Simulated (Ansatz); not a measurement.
Rh, space group Fm-3m, a point defect in a supercell

Run with Ansatz 0.2.0 through its Python package.

Script `rh_defect.py`:
```python
'''A vacancy in a supercell of Rh, against the perfect cell.'''

import ansatz as az
from ase import Atoms
import numpy as np

ECUT = 550
KGRID = (2, 3, 3)
OCCUPATIONS = 'gaussian'
WIDTH_EV = 0.1
TOLERANCE = 1e-09

atoms = Atoms(
    ['Rh'],
    scaled_positions=[
        (0.0, 0.0, 0.0),
    ],
    cell=[
        (0.0, 1.89785, 1.89785),
        (1.89785, 0.0, 1.89785),
        (1.89785, 1.89785, 0.0),
    ],
    pbc=True,
)
cell = az.Crystal.from_ase(atoms)
host = cell.supercell(3, 2, 2)
defective = host.vacancy('Rh', at=(0.0, 0.0, 0.0))

def with_settings(structure):
    return (
        structure.calculation()
        .functional(az.Functional.PBE)
        .basis(ECUT)
        .kpoints(*KGRID, center='gamma')
        .occupations(OCCUPATIONS, width=WIDTH_EV)
        .scf(tolerance=TOLERANCE)
        .band_table()
    )


perfect = with_settings(host).run().report
job = (
    with_settings(defective)
    .relax(force_tolerance=0.02, max_steps=30)
)
done = job.run()
summary = done.report

n_host, n_defect = len(perfect['lattice']['sites']), len(summary['lattice']['sites'])
print(f'perfect cell: {n_host} atoms, F = {perfect["free_energy_ev"]:.4f} eV')
print(f'defect cell:  {n_defect} atoms, F = {summary["free_energy_ev"]:.4f} eV')
print(f'vacancy formation energy {summary["free_energy_ev"] - perfect["free_energy_ev"] * n_defect / n_host:.3f} eV')

start = np.array([site.position for site in defective.resolved().sites])
step = np.array([site.position_frac for site in done.lattice.sites]) - start
moved = np.linalg.norm((step - np.round(step)) @ done.lattice.cell_ang, axis=1)
print('relaxation by atom (A):', ' '.join(f'{site.symbol}:{d:.3f}' for site, d in zip(done.lattice.sites, moved)))

for site in done.lattice.sites:
    print(f'{site.symbol:2s}', ' '.join(f'{v:8.4f}' for v in site.position_ang))
```

`python rh_defect.py` gives:
```text
perfect cell: 12 atoms, F = -76833.6402 eV
defect cell:  11 atoms, F = -70429.0964 eV
vacancy formation energy 1.740 eV
relaxation by atom (A): Rh:0.000 Rh:0.000 Rh:0.000 Rh:0.070 Rh:0.059 Rh:0.059 Rh:0.065 Rh:0.070 Rh:0.059 Rh:0.059 Rh:0.065
Rh   1.8979   1.8979   0.0000
Rh   1.8979  -0.0000   1.8979
Rh   3.7957   1.8979   1.8979
Rh  -0.0704   1.9000   1.9000
Rh   1.9251   3.7761   1.8489
Rh   1.9251   1.8489   3.7761
Rh   3.8225   3.7538   3.7538
Rh   0.0704   3.7936   3.7936
Rh   1.8706   5.7132   3.8446
Rh   1.8706   3.8446   5.7132
Rh   3.7689   5.7354   5.7354
```

Reading the output:
- Total energies depend on the potentials; only differences at equal settings carry meaning. A total without «per atom» is that of the cell as typed.
- For a metal this mesh is far too coarse, so the numbers only illustrate the procedure.
- The relaxation stopped at 0.018 eV/Å, so the energy gained is a lower bound and displacements are uncertain.
- Of the deposited cell: the entry's cell lengths or inner coordinates differ somewhat from later room-temperature determinations.
- Errors of mesh and smearing per atom add up over the supercell, so the energy can be off by tenths of an eV.
- The supercell is small, so the defect meets its images and the energies aren't those of an isolated defect; a partly filled defect level may also lower its energy by spin or distortion. For a charged cell the difference holds no correction, alignment or term for the electrons' reservoir.
- Hardware and time: 72 s on 1 thread of Arm Neoverse V2, on a shared host, peak memory 0.65 GiB.
